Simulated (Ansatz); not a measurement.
Computed with Ansatz 0.2.0, DFT PBE, scalar-relativistic, plane waves, PAW. All cells share a 420 eV cutoff and Γ-centred k meshes spaced at most about 0.3 Å⁻¹ (about 0.25 or finer for metals, 2π included). No spin polarisation.

All energies are static (0 K, no zero-point motion).

Compare these two cells of Cd4Te, each relaxed at this level.

A.

```
CELL_PARAMETERS angstrom
5.43680 0.00000 0.00000
0.00000 5.43680 0.00000
0.00000 0.00000 5.43680
ATOMIC_POSITIONS crystal
Cd 0.50000 0.50000 0.50000
Cd 0.00000 0.50000 0.50000
Cd 0.50000 0.00000 0.50000
Cd 0.50000 0.50000 0.00000
Te 0.00000 0.00000 0.00000
```

B.

```
CELL_PARAMETERS angstrom
-3.80387 3.80387 2.18827
3.80387 -3.80387 2.18827
3.80387 3.80387 -2.18827
ATOMIC_POSITIONS crystal
Cd 0.39929 0.19108 0.59037
Cd 0.19108 0.60071 0.79179
Cd 0.60071 0.80892 0.40963
Cd 0.80892 0.39929 0.20821
Te 0.00000 0.00000 0.00000
```

**Question.** Which would you expect to be lower, and how large is the difference?

**Answer.** B is lower, by 225 meV/atom. A has space group Pm-3m (No. 221), 32.1 Å³/atom and no gap on its mesh; B has Cd and Te ordered on fcc sites, space group I4/m (No. 87), 25.3 Å³/atom and no gap. Counting Cd atoms around Te (those within 1.25 times the shortest such distance or 1.15 times the sum of covalent radii; a plus sign parts nearer from farther groups; the shortest distance is added where it is long for a bond), A has Te 12+8 from 3.8 Å and B has Te 12. The denser one is the lower, and pressure would at first widen the difference. Even the lower one lies +0.06 eV/atom against the reference forms of the elements (uncorrected), so neither is stable at this level. Both come from invented guesses.

Spin–orbit coupling, which can matter for Te, is left out. Cells relaxed within their symmetry can be saddle points.
